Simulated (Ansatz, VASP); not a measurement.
# GaSb in two plane-wave programs

Aim: how closely do two programs agree when they are given the same cell, functional and k mesh? The cell is taken from a series of VASP runs on this material, whose earlier steps may have relaxed, scaled or displaced it; both programs get it as it stands.

Main program and level: Ansatz 0.2.0; plane waves, with VASP 6.6.1 beside it; relaxation of cell and atoms at r2SCAN with rVV10 and single point at HSE06.

**1. Starting point**

Symmetry: F-43m, No. 216, cubic system. The conventional cell has a = 6.110 Å, b = 6.110 Å, c = 6.110 Å, α = 90.00°, β = 90.00°, γ = 90.00°. Sb has 4 Ga at 2.65 Å nearest. Ga has 4 Sb at 2.65 Å nearest. Farther neighbours are not listed.

**2. Ansatz: relaxation of cell and atoms, r2SCAN with rVV10**

Ansatz runs on its default PAW (the set named soft_2) files.

The relaxed volume is the usual yardstick between codes: its relative difference is about their pressure difference at one cell divided by the bulk modulus.

input.yaml reads:

```yaml
crystal:
  lattice:
    - [0.0, 3.0551117643, 3.0551117643]
    - [3.0551117643, 0.0, 3.0551117643]
    - [3.0551117643, 3.0551117643, 0.0]
  atoms:
    - { symbol: Sb, position: [0.25, 0.25, 0.25] }
    - { symbol: Ga, position: [0.0, 0.0, 0.0] }
hamiltonian:
  xc: r2scan
  pseudopotentials: { kind: paw }
  dispersion: rvv10
kpoints:
  mp_grid: { grid: [6, 6, 6] }
scf:
  occupations: { method: gaussian, width: 0.03 }
relax:
  f_tol: 0.01
  max_steps: 60
  cell: { stress_tol: 0.05 }
output:
  forces: true
  stress: true
```

Command:

```
$ ansatz run input.yaml --threads 4 --pin off --max-ram 9216MiB --backend cpu --events-out ev --progress --plain --runs-dir out
```

Numbers of over 12 decimals in the logs are rounded to 6 here.

The log of the run:

```text
Engine: ansatz 0.2.0, aarch64-unknown-linux-gnu
Pseudopotentials: kind: paw
Pseudopotential: Sb, paw, valence charge 15, recommended cutoff 500 eV (meta_gga), Sb.paw.azcp
Pseudopotential: Ga, paw, valence charge 13, recommended cutoff 500 eV (meta_gga), Ga.paw.azcp
Functional definition: r2SCAN+rVV10
  parameter k0 = 0.174
  parameter k1 = 0.065
  parameter a1 = 4.9479
  exchange = r2scan_x(k0 = k0, k1 = k1, a1 = a1)
  correlation = r2scan_c + rvv10(11.95, 0.0093)
Crystal: 2 atoms, lattice volume = 57.031 Å³
Basis set: ecut = 500 eV, 1459 PW (Γ), exchange–correlation on 144×144×144 points (64 copies of the dense FFT grid, shifted against one another)
Bands: 18, of which v1, the nominal top of the filled ones, is band 14 counted from 1 (13 counted from 0)
Symmetry: 24 space group operations
Space group: F-43m (ITA 216), of the structure as read, at distance tolerance 3.8e-5 Å
k-points: 16 of 216 (time reversal used)
Non-local potential: Sb, projectors of the file, l = 0: 2, l = 1: 2, l = 2: 2, l = 3: 2
Non-local potential: Ga, projectors of the file, l = 0: 2, l = 1: 2, l = 2: 3, l = 3: 1
PAW form: soft (Blöchl's): semilocal exchange-correlation on the pseudo side does not see the compensation charge
rVV10 density: all electrons in the spheres
PAW frozen core: Sb, regenerated for the run's functional (the file was generated under x = pbe(κ = 0.804, μ = 0.219515), c = pbe(β = 0.066725))
PAW frozen core: Ga, regenerated for the run's functional (the file was generated under x = pbe(κ = 0.804, μ = 0.219515), c = pbe(β = 0.066725))
PAW one-centre angular grid: Sb, 590 points (default); XC on 160 Gauss nodes
PAW one-centre angular grid: Ga, 590 points (default); XC on 160 Gauss nodes
Initial density: superposition of atomic densities (neutral atoms: chi_scale 0, normalization atom), corrected by the library's trained network
Initial wavefunctions: pseudopotential atomic-orbital guess
Functional: x = r2scan, c = r2scan + rvv10(b = 11.95, C = 0.0093); τ floored in thin density (d = 2e-4 eV/Å³)
SCF iter   1: F=—  HF=-10286.655205 eV  |F-HF|=—  |Δ(HF+E_count)|=         —  Δρ=7.73e-3  dr2=1.45e-2  dr2_τ=3.30e-3  ethr=1.77e-3  ⟨swp⟩=6.1  Hψ=1516  notcnv=0
preconditioner: auto → none  [insulator: Δε(μ)=0.418 eV  Ē_g=15.351 eV  σ=0.030 eV  W_gap=1.00  n_scr=14 (ndim 8)  ℏωp=20.9 eV  f_vac=0.092  D(μ)=0.00/eV (n_scr^D=0)  ε∞_Penn≈2.8]
SCF iter   2: F=—  HF=-10286.664411 eV  |F-HF|=—  |Δ(HF+E_count)|=   9.21e-3  Δρ=2.16e-3  dr2=2.15e-3  dr2_τ=3.57e-5  ethr=5.16e-5  ⟨swp⟩=2.5  Hψ=637  notcnv=0
SCF iter   3: F=—  HF=-10286.663852 eV  |F-HF|=—  |Δ(HF+E_count)|=   5.59e-4  Δρ=1.70e-3  dr2=5.56e-4  dr2_τ=7.90e-6  ethr=7.68e-6  ⟨swp⟩=2.0  Hψ=495  notcnv=0
SCF iter   4: F=—  HF=-10286.664040 eV  |F-HF|=—  |Δ(HF+E_count)|=   1.88e-4  Δρ=3.73e-4  dr2=2.60e-5  dr2_τ=6.76e-7  ethr=1.99e-6  ⟨swp⟩=1.9  Hψ=318  notcnv=0
SCF iter   5: F=—  HF=-10286.664047 eV  |F-HF|=—  |Δ(HF+E_count)|=   7.82e-6  Δρ=3.57e-5  dr2=6.03e-7  dr2_τ=4.25e-9  ethr=9.29e-8  ⟨swp⟩=2.8  Hψ=436  notcnv=0
SCF iter   6: F=-10286.664047 eV  HF=-10286.664047 eV  |F-HF|=2.92e-9  |Δ(HF+E_count)|=   2.17e-8  Δρ=7.72e-6  dr2=1.83e-8  dr2_τ=4.12e-10  ethr=3.57e-10  ⟨swp⟩=5.0  Hψ=1014  notcnv=0
SCF 1 converged in 6 iterations: F = -10286.664047 eV  dr2 = 1.83e-8
  greatest PAW one-centre occupation: 0.993 electrons in one spin orbital (limit 2), on the Ga atom at site 1 (counted from 0), in its partial waves of l = 2
relax step   1: F+E_penalty+E_count = -10286.66404748 eV  Δ(F+E_penalty+E_count) = +0.000e0 eV  max|allowed force component| = 1.573e-16 eV/Å  Δτ_max = 0.0000 Å  P = -0.177 GPa  Ω = 57.031 Å³  (6 SCF iters, dr2 threshold 1.00e-7 eV, accepted)
[...]
relax step   2: F+E_penalty+E_count = -10286.66417718 eV  Δ(F+E_penalty+E_count) = -1.297e-4 eV  max|allowed force component| = 7.170e-17 eV/Å  Δτ_max = 0.0000 Å  P = +0.077 GPa  Ω = 56.774 Å³  energy of the carried Pulay correction = +4.839e-5 eV  (4 SCF iters, dr2 threshold 7.87e-8 eV, accepted)
[...]
relax step   3: F+E_penalty+E_count = -10286.66418113 eV  Δ(F+E_penalty+E_count) = -3.949e-6 eV  max|allowed force component| = 4.163e-17 eV/Å  Δτ_max = 0.0000 Å  P = -0.000 GPa  Ω = 56.851 Å³  energy of the carried Pulay correction = +3.376e-5 eV  (4 SCF iters, dr2 threshold 1.48e-8 eV, accepted)
[...]
relax step   4: F+E_penalty+E_count = -10286.66415052 eV  Δ(F+E_penalty+E_count) = +3.061e-5 eV  max|allowed force component| = 6.014e-17 eV/Å  Δτ_max = 0.0000 Å  P = -0.001 GPa  Ω = 56.851 Å³  stress off target by 9.29e-4 GPa  SCF on the basis re-selected at this cell (its energy is not comparable with the rows above)  (4 SCF iters)
basis re-selected at this cell: Δ(F+E_penalty+E_count) = +3.061e-5 eV, ΔP = -0.001 GPa vs the last step (what re-selecting the basis moved, of the pressure what is left beyond the Pulay correction that the steps carried, after the strain that the cell walked since its last selection, with what the two solves' SCF thresholds leave and, on support functions, any second-order correction that the steps lacked; it is no m [...]
SCF converged after 4 iterations
Free energy (F): -10286.664151 eV
Harris-Foulkes:  -10286.664151 eV  (|F-HF|=0.00e0)
Internal energy: -10286.664151 eV  (E = F + TS)
E sigma→0 (E₀):  -10286.664151 eV
Fermi energy:    7.860175 eV
--- Per-component energies (eV) ---
  E_band       = -277.568631
  E_kinetic    = 321.659483
  E_local      = -3906.843055  (includes V_loc(G=0)·N_el)
  E_nonlocal   = 790.287259
  E_hartree    = 1800.911425
  E_xc         = -186.157722
  E_vxc        = -161.098181  (∫ρ·V_xc dr)
  E_paw        = -6606.653788  (= ΣΔE_a)
  E_vpaw       = -933.445263  (= ΣTr[D̂ρ^β])
  E_aug_tail   = -0.000014  (compensation charges beyond the density's cutoff)
  E_vtau       = 10.048193  (kinetic-family band-sum trace: ∫τ·v_τ [+ j·A + Jᵃ·Aᵃ] dr)
  E_ewald      = -2499.720705
  E_core_change = -0.147033  (= ΣΔE_core)
  E_smearing   = -0.000000  (= −TS)
  E_closure    = -0.000000  (closes the sum)
  Σ components = -10286.664151   (vs F -10286.664151, Δ=0.00e0)
--- Forces (eV/Å), atoms counted from 1 ---
  atom   1  Sb    -0.00000000     0.00000000     0.00000000
  atom   2  Ga     0.00000000    -0.00000000    -0.00000000
  max |Σ_I F_I| component: 2.31e-17 eV/Å
--- Stress (GPa, compression-positive) ---
       -0.000929      -0.000000       0.000000
        0.000000      -0.000929       0.000000
        0.000000       0.000000      -0.000929
  P = ⅓ Tr σ = -0.0009 GPa (-0.009 kbar)
--- Relaxed structure (3 steps of the walk, 3 accepted, 1 SCFs on fresh bases) ---
  F+E_penalty+E_count = -10286.66415052 eV   max|allowed force component| = 6.014e-17 eV/Å   (the final SCF, on the basis selected at the relaxed cell)
  cell:  # Å, volume = 56.8514 Å³
    - [0, 3.051900, 3.051900]
    - [3.051900, 0, 3.051900]
    - [3.051900, 3.051900, 0]
  atoms:
    - { symbol: Sb, position: [0.25, 0.25, 0.25] }
    - { symbol: Ga, position: [0, 0, 0] }
```

It took 7.6 s on 4 threads of Arm Neoverse V1, shared host; peak memory 0.59 GiB; 27 s of CPU time.

(Continued in part 2 of 3.)

[Lines on the potential files, build, host, timing and source positions are cut from VASP's logs without a mark.]

[Logs are printed without paths, hosts, clocks, repeated set-up lines and the standing remarks that a program may print on its own settings, such as how far it seeks lower states.]

[Hosts, paths, dates, database ids (printed as entryN), source tags and the programs' standing remarks are cut or masked in the printed files.]
